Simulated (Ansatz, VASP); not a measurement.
## Two plane-wave programs on HfN

```
Hf N
1.0
     2.86221    0.00000    0.00000
     0.00000    2.86221    0.00000
     0.00000    0.00000    2.86221
Hf N
1 1
Cartesian
  1.4311 1.4311 1.4311
  0.0000 0.0000 0.0000
```

The cell was built by a generator and needn't be a form met in nature.

Alike in both runs: task single point; functional PBE; k mesh 9 × 9 × 9; occupations fermi-dirac, width 0.05 eV; no spin polarisation.

|  | VASP | Ansatz |
| --- | --- | --- |
| version | VASP 6.6.1 | Ansatz 0.2.0 |
| potentials or method | VASP PAW PBE potentials, release 64 (Hf_pv, N) | Ansatz PAW soft_1 |
| plane-wave cutoff (eV) | 520 | 420 |
| valence electrons in the cell | 15 | 31 |

Ansatz gave:

```
gap on the k mesh at the Fermi level (eV) : none
pressure (GPa)                            : -8.3
```

Problem. What did VASP give for the same quantities?

Solution. gap on the k mesh at the Fermi level (eV): none; pressure (GPa): -10.7.

A gap of «none» marks a metal or a gap that the smearing closes. The functional is the same, so the differences come from potentials, cutoffs and numerics. The two sets of potentials don't hold the same shells in valence.

Spin-orbit coupling is left out, which matters for the levels of Hf.
